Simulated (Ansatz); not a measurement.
Crystal: TePt.

```
Pt Te
1.0
     0.00000    3.24504    3.24504
     3.24504    0.00000    3.24504
     3.24504    3.24504    0.00000
Pt Te
1 1
Direct
  0.00000 0.00000 0.00000
  0.25000 0.25000 0.25000
```

Measurements of this composition are mostly on another form, of space group No. 166.

* Program: Ansatz 0.2.0
* Task: relaxation of cell and atoms
* Functional: PBEsol0
* Potentials or basis: Ansatz PAW
* Cutoff: 420 eV (not typed: the program's choice for these potentials)
* k mesh: 4 × 4 × 4
* Occupations: fermi-dirac, width 0.05 eV
* Spin: no spin polarisation

At the start: volume 34.17 Å³/atom.

Q: Where does the relaxation end?

A: It ends after 6 steps and the volume is 25.68 Å³/atom (-24.9 %); space group F-43m (No. 216, to 0.05 Å).

The path:
```csv
step,energy change (eV),largest force (eV/Å),volume (Å³)
1,0.0000,0.0000,68.34
2,-0.7471,0.0000,58.83
3,-1.0242,0.0000,50.24
4,-1.0311,0.0000,51.86
5,-1.0328,0.0000,51.36
6,-1.0294,0.0000,51.36
```

Final structure:
```cif
data_structure
_symmetry_space_group_name_H-M 'P 1'
_symmetry_Int_Tables_number 1
_cell_length_a 4.1723
_cell_length_b 4.1723
_cell_length_c 4.1723
_cell_angle_alpha 60.000
_cell_angle_beta 60.000
_cell_angle_gamma 60.000
_cell_volume 51.36
loop_
_atom_site_label
_atom_site_type_symbol
_atom_site_fract_x
_atom_site_fract_y
_atom_site_fract_z
_atom_site_occupancy
Pt1 Pt 0.00000 0.00000 0.00000 1
Te1 Te 0.25000 0.25000 0.25000 1
```

Caveat: the k mesh is coarse (spacing up to 0.42 Å⁻¹), so the values aren't converged, least of all with exact exchange; the volume moved by over 15 % at a fixed basis, so the end points are rough; the plane-wave basis is chosen anew once the cell has moved, so the energies of steps on either side of that aren't comparable; the PAW data sets come from PBE, with cores solved anew for the run's functional, which leaves a small shift of forces and pressure.
